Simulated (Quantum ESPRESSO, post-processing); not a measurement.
# blue phosphorene, 1 layer, stepped through the share of short-range exact exchange, part 2 of 2

Aim: how the results for blue phosphorene, 1 layer change with the share of short-range exact exchange.

Quantum ESPRESSO 7.5; plane-wave DFT, PBE, SG15 norm-conserving pseudopotentials.

So far. Step 2 (Relaxing cell and ions of the reference):  The last row is no step: it is a fresh SCF in the final cell with a new plane-wave basis, +0 meV from the row before.

## 4. Potential by pp.x, 0

plot_num = 11 writes the bare and Hartree potential, from which vacuum levels or, in a crystal, the mean potential are read.

The input, m0.pot.in:

```
&inputpp
  prefix = 'm0.scf'
  outdir = './out'
  filplot = 'm0.pot.dat'
  plot_num = 11
/
```

Launch:

```bash
> OMP_NUM_THREADS=1 mpirun -n 4 pp.x -in m0.pot.in > m0.pot.out
```

What it wrote:

```text
[banner, memory and clock lines left out]
Program POST-PROC v.7.5 starts

          URL

     ./out/m0.scf.save/

     IMPORTANT: XC functional enforced from input :
     Exchange-correlation= PBE
                           (   1   4   3   4   0   0   0)
     Any further DFT definition will be discarded
     Please, verify this is what you really want

     Calling punch_plot, plot_num =  11
     Writing data to file  m0.pot.dat
     Message from routine chdens:
     namelist plot not found or invalid, exiting
```

Run time: 1.2 s. Hardware: 4 MPI ranks of Intel Xeon Platinum 8488C (Sapphire Rapids), shared host; peak memory 0.09 GiB; 3.8 s of CPU time.

Numbers from this step:

| Item | Value |
| --- | --- |
| potential in the middle of the vacuum, over the valence top | 6.192 eV |

Electrostatic potential energy of an electron; zero at the highest filled level of the SCF mesh. Table of potential energy, planar mean by z:

z (Å), potential energy, planar mean (eV) and a bar from the least value:
```
      0.0        6.2 ##############################
      0.5        6.2 ##############################
      1.0        6.2 ##############################
      1.5        6.2 ##############################
      2.0        6.2 ##############################
      2.5        6.2 ##############################
      3.0        6.2 ##############################
      3.5        6.2 ##############################
      4.0        6.2 ##############################
      4.5        6.2 ##############################
      5.0        6.2 ##############################
      5.5        6.0 ##############################
      6.0        5.5 #############################
      6.5        3.4 ###########################
      7.0       -4.3 ###################
      7.5      -21.2 
      8.0       -9.0 #############
      8.5      -16.2 #####
      9.0      -13.6 ########
      9.5        0.8 ########################
     10.0        4.8 #############################
     10.5        5.9 ##############################
     11.0        6.1 ##############################
     11.5        6.2 ##############################
     12.0        6.2 ##############################
     12.5        6.2 ##############################
     13.0        6.2 ##############################
     13.5        6.2 ##############################
     14.0        6.2 ##############################
     14.5        6.2 ##############################
     15.0        6.2 ##############################
     15.5        6.2 ##############################
     16.0        6.2 ##############################
```

## 5. SCF with pw.x, 0.1

Level of this step: plane-wave DFT, screened hybrid with 0.1 exact exchange, SG15 norm-conserving pseudopotentials (Quantum ESPRESSO 7.5). input_dft overrides the functional of the files.

The input, m1.scf.in:

```
&control
  prefix = 'm1.scf'
  outdir = './out'
  pseudo_dir = './pseudo'
  calculation = 'scf'
  tprnfor = .true.
/
&system
  ibrav = 0
  nat = 2
  ntyp = 1
  ecutwfc = 60
  ecutrho = 240
  occupations = 'fixed'
  nbnd = 8
  input_dft = 'hse'
  exx_fraction = 0.1
  nqx1 = 3
  nqx2 = 3
  nqx3 = 1
  ecutfock = 60
/
&electrons
  conv_thr = 1e-08
  mixing_beta = 0.6
  electron_maxstep = 120
/
ATOMIC_SPECIES
  P   30.9738  P_ONCV_PBE-1.2.upf
CELL_PARAMETERS angstrom
  3.28009922200000 0.00000000000000 0.00000000000000
  -1.64004961100000 2.84064925300000 0.00000000000000
  0.00000000000000 0.00000000000000 16.24000000000000
ATOMIC_POSITIONS crystal
  P   0.666666666700 0.333333333300 0.461799576500
  P   0.333333333300 0.666666666700 0.538200423500
K_POINTS automatic
  9 9 1 0 0 0
```

Launch:

```bash
> OMP_NUM_THREADS=1 mpirun -n 4 pw.x -nk 4 -in m1.scf.in > m1.scf.out
```

What it wrote:

```text
[banner, memory and clock lines left out]
Program PWSCF v.7.5 starts
[...]
Message from routine setup:
[...]
number of electrons       =        10.00
     number of Kohn-Sham states=            8
     kinetic-energy cutoff     =      60.0000  Ry
     charge density cutoff     =     240.0000  Ry
[...]
number of k points=    12
[...]
Dense  grid:    64231 G-vectors     FFT dimensions: (  32,  32, 160)
[...]
negative rho (up, down):  1.370E-04 0.000E+00
     Starting wfcs are random
[...]
negative rho (up, down):  5.086E-06 0.000E+00
[...]
estimated scf accuracy    <       0.02850261 Ry
[...]
negative rho (up, down):  6.996E-08 0.000E+00
[...]
estimated scf accuracy    <       0.00305505 Ry
[...]
estimated scf accuracy    <       0.00003982 Ry
[...]
estimated scf accuracy    <       0.00000155 Ry
[...]
estimated scf accuracy    <       0.00000005 Ry
[...]
highest occupied, lowest unoccupied level (ev):    -3.0629   -1.1004
!    total energy              =     -26.38250259 Ry
     estimated scf accuracy    <          6.1E-09 Ry
     convergence has been achieved in   6 iterations
[...]
estimated scf accuracy    <       0.00004837 Ry
[...]
estimated scf accuracy    <       0.00000339 Ry
[...]
estimated scf accuracy    <       0.00000028 Ry
[...]
highest occupied, lowest unoccupied level (ev):    -3.2871   -0.9770
!    total energy              =     -26.37759935 Ry
     estimated scf accuracy    <          3.4E-09 Ry
     convergence has been achieved in   4 iterations
[...]
estimated scf accuracy    <       0.00000028 Ry
[...]
estimated scf accuracy    <       0.00000003 Ry
[...]
highest occupied, lowest unoccupied level (ev):    -3.2909   -0.9754
!    total energy              =     -26.37761755 Ry
     estimated scf accuracy    <          4.7E-10 Ry
     convergence has been achieved in   3 iterations
[...]
highest occupied, lowest unoccupied level (ev):    -3.2911   -0.9751
!    total energy              =     -26.37761766 Ry
     estimated scf accuracy    <          2.5E-09 Ry
     convergence has been achieved in   1 iterations
[...]
!!   total energy              =     -26.37761766 Ry
[...]
Total force =     0.008164     Total SCF correction =     0.000018
[...]
```

The job ended after 12 s (4 MPI ranks; peak memory 1.4 GiB).

Read from the output:

| Quantity | Value |
| --- | --- |
| free energy | -358.8858 eV |
| valence top, on the run's zero | -3.291 eV |
| conduction bottom, on the run's zero | -0.9751 eV |
| gap by band count | 2.316 eV |

## 6. Self-consistent run, 0.3

Level of this step: plane-wave DFT, screened hybrid with 0.3 exact exchange, SG15 norm-conserving pseudopotentials (Quantum ESPRESSO 7.5). input_dft overrides the functional of the files.

m5.scf.in is the input of step 5 with these lines changed:

```diff
@@ -1,3 +1,3 @@
 &control
-  prefix = 'm1.scf'
+  prefix = 'm5.scf'
   outdir = './out'
@@ -16,3 +16,3 @@
   input_dft = 'hse'
-  exx_fraction = 0.1
+  exx_fraction = 0.3
   nqx1 = 3
```

Launch:

```bash
> OMP_NUM_THREADS=1 mpirun -n 4 pw.x -nk 4 -in m5.scf.in > m5.scf.out
```

What it wrote:

```text
[banner, memory and clock lines left out]
Program PWSCF v.7.5 starts
[...]
Message from routine setup:
[...]
number of electrons       =        10.00
     number of Kohn-Sham states=            8
     kinetic-energy cutoff     =      60.0000  Ry
     charge density cutoff     =     240.0000  Ry
[...]
number of k points=    12
[...]
Dense  grid:    64231 G-vectors     FFT dimensions: (  32,  32, 160)
[...]
negative rho (up, down):  1.370E-04 0.000E+00
     Starting wfcs are random
[...]
negative rho (up, down):  5.086E-06 0.000E+00
[...]
estimated scf accuracy    <       0.02850261 Ry
[...]
negative rho (up, down):  6.996E-08 0.000E+00
[...]
estimated scf accuracy    <       0.00305505 Ry
[...]
estimated scf accuracy    <       0.00003982 Ry
[...]
estimated scf accuracy    <       0.00000155 Ry
[...]
estimated scf accuracy    <       0.00000005 Ry
[...]
highest occupied, lowest unoccupied level (ev):    -3.0629   -1.1004
!    total energy              =     -26.38250259 Ry
     estimated scf accuracy    <          6.1E-09 Ry
     convergence has been achieved in   6 iterations
[...]
estimated scf accuracy    <       0.00034194 Ry
[...]
estimated scf accuracy    <       0.00002094 Ry
[...]
estimated scf accuracy    <       0.00000142 Ry
[...]
estimated scf accuracy    <       0.00000002 Ry
[...]
highest occupied, lowest unoccupied level (ev):    -3.7304   -0.7277
!    total energy              =     -26.36942938 Ry
     estimated scf accuracy    <          2.5E-09 Ry
     convergence has been achieved in   5 iterations
[...]
estimated scf accuracy    <       0.00001288 Ry
[...]
estimated scf accuracy    <       0.00000089 Ry
[...]
estimated scf accuracy    <       0.00000002 Ry
[...]
highest occupied, lowest unoccupied level (ev):    -3.7578   -0.7131
!    total energy              =     -26.36983306 Ry
     estimated scf accuracy    <          1.8E-09 Ry
     convergence has been achieved in   4 iterations
[...]
estimated scf accuracy    <       0.00000076 Ry
[...]
estimated scf accuracy    <       0.00000005 Ry
[...]
highest occupied, lowest unoccupied level (ev):    -3.7629   -0.7107
!    total energy              =     -26.36984794 Ry
     estimated scf accuracy    <          6.1E-10 Ry
     convergence has been achieved in   3 iterations
[...]
estimated scf accuracy    <       0.00000004 Ry
[...]
highest occupied, lowest unoccupied level (ev):    -3.7641   -0.7104
!    total energy              =     -26.36984867 Ry
     estimated scf accuracy    <          2.9E-09 Ry
     convergence has been achieved in   2 iterations
[...]
highest occupied, lowest unoccupied level (ev):    -3.7643   -0.7102
!    total energy              =     -26.36984871 Ry
     estimated scf accuracy    <          1.4E-09 Ry
     convergence has been achieved in   1 iterations
[...]
!!   total energy              =     -26.36984871 Ry
[...]
Total force =     0.027397     Total SCF correction =     0.000013
[...]
```

The job ended after 17 s (4 MPI ranks; peak memory 1.4 GiB).

This step gave:

```
free energy                          : -358.7801 eV
valence top, on the run's zero       : -3.764 eV
conduction bottom, on the run's zero : -0.7102 eV
gap by band count                    : 3.054 eV
```

## 7. Ground state, 0.4

Level of this step: plane-wave DFT, screened hybrid with 0.4 exact exchange, SG15 norm-conserving pseudopotentials (Quantum ESPRESSO 7.5). input_dft overrides the functional of the files.

m6.scf.in is the input of step 6 with these lines changed:

```diff
@@ -1,3 +1,3 @@
 &control
-  prefix = 'm5.scf'
+  prefix = 'm6.scf'
   outdir = './out'
@@ -16,3 +16,3 @@
   input_dft = 'hse'
-  exx_fraction = 0.3
+  exx_fraction = 0.4
   nqx1 = 3
```

Launch:

```bash
> OMP_NUM_THREADS=1 mpirun -n 4 pw.x -nk 4 -in m6.scf.in > m6.scf.out
```

What it wrote:

```text
[banner, memory and clock lines left out]
Program PWSCF v.7.5 starts
[...]
Message from routine setup:
[...]
number of electrons       =        10.00
     number of Kohn-Sham states=            8
     kinetic-energy cutoff     =      60.0000  Ry
     charge density cutoff     =     240.0000  Ry
[...]
number of k points=    12
[...]
Dense  grid:    64231 G-vectors     FFT dimensions: (  32,  32, 160)
[...]
negative rho (up, down):  1.370E-04 0.000E+00
     Starting wfcs are random
[...]
negative rho (up, down):  5.086E-06 0.000E+00
[...]
estimated scf accuracy    <       0.02850261 Ry
[...]
negative rho (up, down):  6.996E-08 0.000E+00
[...]
estimated scf accuracy    <       0.00305505 Ry
[...]
estimated scf accuracy    <       0.00003982 Ry
[...]
estimated scf accuracy    <       0.00000155 Ry
[...]
estimated scf accuracy    <       0.00000005 Ry
[...]
highest occupied, lowest unoccupied level (ev):    -3.0629   -1.1004
!    total energy              =     -26.38250259 Ry
     estimated scf accuracy    <          6.1E-09 Ry
     convergence has been achieved in   6 iterations
[...]
estimated scf accuracy    <       0.00054679 Ry
[...]
estimated scf accuracy    <       0.00003148 Ry
[...]
estimated scf accuracy    <       0.00000195 Ry
[...]
estimated scf accuracy    <       0.00000003 Ry
[...]
highest occupied, lowest unoccupied level (ev):    -3.9502   -0.6024
!    total energy              =     -26.36599956 Ry
     estimated scf accuracy    <          3.1E-09 Ry
     convergence has been achieved in   5 iterations
[...]
estimated scf accuracy    <       0.00003060 Ry
[...]
estimated scf accuracy    <       0.00000201 Ry
[...]
estimated scf accuracy    <       0.00000004 Ry
[...]
highest occupied, lowest unoccupied level (ev):    -3.9953   -0.5778
!    total energy              =     -26.36687013 Ry
     estimated scf accuracy    <          2.6E-09 Ry
     convergence has been achieved in   4 iterations
[...]
estimated scf accuracy    <       0.00000274 Ry
[...]
estimated scf accuracy    <       0.00000016 Ry
[...]
highest occupied, lowest unoccupied level (ev):    -4.0056   -0.5728
!    total energy              =     -26.36691870 Ry
     estimated scf accuracy    <          2.0E-09 Ry
     convergence has been achieved in   3 iterations
[...]
estimated scf accuracy    <       0.00000024 Ry
[...]
estimated scf accuracy    <       0.00000001 Ry
[...]
highest occupied, lowest unoccupied level (ev):    -4.0084   -0.5718
!    total energy              =     -26.36692228 Ry
     estimated scf accuracy    <          1.9E-10 Ry
     convergence has been achieved in   3 iterations
[...]
estimated scf accuracy    <       0.00000002 Ry
[...]
highest occupied, lowest unoccupied level (ev):    -4.0092   -0.5716
!    total energy              =     -26.36692257 Ry
     estimated scf accuracy    <          1.2E-09 Ry
     convergence has been achieved in   2 iterations
[...]
highest occupied, lowest unoccupied level (ev):    -4.0094   -0.5715
!    total energy              =     -26.36692260 Ry
     estimated scf accuracy    <          1.2E-09 Ry
     convergence has been achieved in   1 iterations
[...]
!!   total energy              =     -26.36692260 Ry
[...]
Total force =     0.037045     Total SCF correction =     0.000012
[...]
```

The job ended after 19 s (4 MPI ranks; peak memory 1.4 GiB).

Read from the output:

| Quantity | Value |
| --- | --- |
| free energy | -358.7403 eV |
| valence top, on the run's zero | -4.009 eV |
| conduction bottom, on the run's zero | -0.5715 eV |
| gap by band count | 3.438 eV |

## 8. The series side by side

The series in one table:

```
the share of short-range exact exchange (0.25 is HSE06, 0 is PBE)  gap on the mesh (eV)  vacuum level over the valence top (eV)
                                                                0                 1.963                                   6.192
                                                              0.1                 2.316                                   6.426
                                                             0.15                 2.497                                   6.545
                                                              0.2                  2.68                                   6.666
                                                             0.25                 2.866                                   6.788
                                                              0.3                 3.054                                   6.911
                                                              0.4                 3.438                                   7.162
```

## 9. The arithmetic

A line through all members has gap = 1.950 + 3.689 α eV and misses single members by up to 0.013 eV; a gap of 2.46 eV, 0.5 above the first member's, would need α = (2.46 − 1.950)/3.689 = 0.14.

## 10. Summary of results

```yaml
gap_at_a_share_of_0p25_hse06: 2.87 eV
gap_on_the_mesh_at_0_and_at_0p4: 1.96, 3.44 eV
vacuum_level_over_the_valence_top_at_0_and_at_0p4: 6.19, 7.16 eV
```

What this shows: The series holds 7 members; gap at a share of 0.25 (HSE06): 2.87 eV. From 0 to 0.4 the gap on the mesh rises from 1.96 to 3.44 eV. From 0 to 0.4 the vacuum level over the valence top rises from 6.19 to 7.16 eV. The valence top sinks by 2.43 eV and the gap opens by 3.69 eV per unit share, so the valence top carries 66 % of the opening. Gaps are those of the mesh; no spin-orbit coupling; the q mesh was not tested; the geometry stays that of PBE.

[Logs are printed without paths, hosts, clocks, repeated set-up lines and the standing remarks that a program may print on its own settings, such as how far it seeks lower states.]

[Hosts, paths, dates, database ids (printed as entryN), source tags and the programs' standing remarks are cut or masked in the printed files.]

[Maps of the electrostatic potential energy from Ansatz leave out the sawtooth potential of an applied field or a dipole correction, so their vacuum need not be flat; planar profiles and work functions include it.]
